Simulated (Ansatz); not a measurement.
Sb in Ansatz: the effect of functional

Crystal: Sb.

```
CELL_PARAMETERS angstrom
-1.84605 1.84605 1.84605
1.84605 -1.84605 1.84605
1.84605 1.84605 -1.84605
ATOMIC_POSITIONS crystal
Sb 0.00000 0.00000 0.00000
```

This isn't the form of Sb at room conditions, which is rhombohedral.

The cell isn't the ideal one: volume scaled by 0.96.

Alike in all runs:

* Program: Ansatz 0.2.0
* Task: single point
* Potentials or basis: Ansatz PAW
* k mesh: 10 × 10 × 10
* Occupations: fermi-dirac, width 0.05 eV
* Spin: no spin polarisation

```tsv
functional	cutoff	pressure (GPa)
LDA	420 eV (not typed: the program's choice for these potentials)	1.7
PBEsol	420 eV (not typed: the program's choice for these potentials)	3.0
r2SCAN	500 eV (not typed: the program's choice for these potentials)	?
```

**Question.** What does the run with functional r2SCAN give?

**Answer.** Pressure 5.7 GPa.

Caveats: the PAW data sets come from PBE, with cores solved anew for the run's functional, which leaves a small shift of forces and pressure.
